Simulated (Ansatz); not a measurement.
**Y: enthalpy under pressure, worked through**

The calculation used DFT PBEsol, scalar-relativistic, plane waves, PAW in Ansatz 0.2.0. (420 eV cutoff, 12×12×8 k-mesh, Gaussian smearing of 0.10 eV, no spin polarisation)

The relaxed crystal:

```xyz
2
Lattice="3.5975 0.0000 0.0000 -1.7988 3.1155 0.0000 0.0000 0.0000 5.5858" Properties=species:S:1:pos:R:3 pbc="T T T"
Y     0.0000    2.0770    1.3964
Y     1.7988    1.0385    4.1893
```

Cell and atoms were relaxed at each target pressure within the start's symmetry (P6_3/mmc), at zero temperature; other phases can be more stable under pressure. H = E + PV with P the target; E is the free energy at the smearing used, whose derivative the pressure is, per atom and counted from zero pressure. The mesh named is that at zero pressure; some other pressures ran on another.

| P (GPa) | V (Å³/atom) | E − E0 (meV) | H − H0 (meV) |
| --- | --- | --- | --- |
| 0 | 31.303 | 0.0 | 0.0 |
| 3 | 29.355 | 17.6 | 567.2 |
| 8 | 26.863 | 100.9 | 1442.2 |
| 15 | 24.380 | 275.7 | 2558.3 |
| 30 | 20.952 | 744.4 | 4667.6 |
| 60 | 17.116 | 1784.2 | 8193.9 |

Q: Thermodynamics gives dH/dP = V along a relaxed path. Integrate V over P by the trapezoid rule and compare with the computed enthalpies.

A: With 1 eV/Å³ = 160.22 GPa, each step adds the mean volume times ΔP / 160.22:
```tsv
P (GPa)	∫V dP (meV)	H − H0 (meV)	difference (meV)
3	567.9	567.2	0.7
8	1445.1	1442.2	2.9
15	2564.5	2558.3	6.3
30	4686.6	4667.6	19.0
60	8250.6	8193.9	56.8
```

V(P) curves upward, so the trapezoid rule runs high; integrating a smooth curve through the same points (P as a polynomial of degree 4 in ln V) puts that excess at about 57.3 meV at 60 GPa, against the 56.8 meV found.

Q: At 60 GPa, how much of the enthalpy change is stored energy and how much is the PV term?

A: E rises by 1784 meV/atom and PV is 60 × 17.116 / 160.22 = 6410 meV/atom, so PV makes 78 % of ΔH. So between rival structures at high pressure a small difference in volume can outweigh the difference in energy: 1 % of this volume is worth 64.1 meV/atom at this pressure.

Q: What bulk modulus do the lowest pressures give?

A: From the pressures that the runs reached, -2.99 GPa (33.872 Å³) and 2.99 GPa (29.355 Å³), B = −ΔP/Δln V = 5.98 / 0.1431 = 42 GPa, a mean over that range.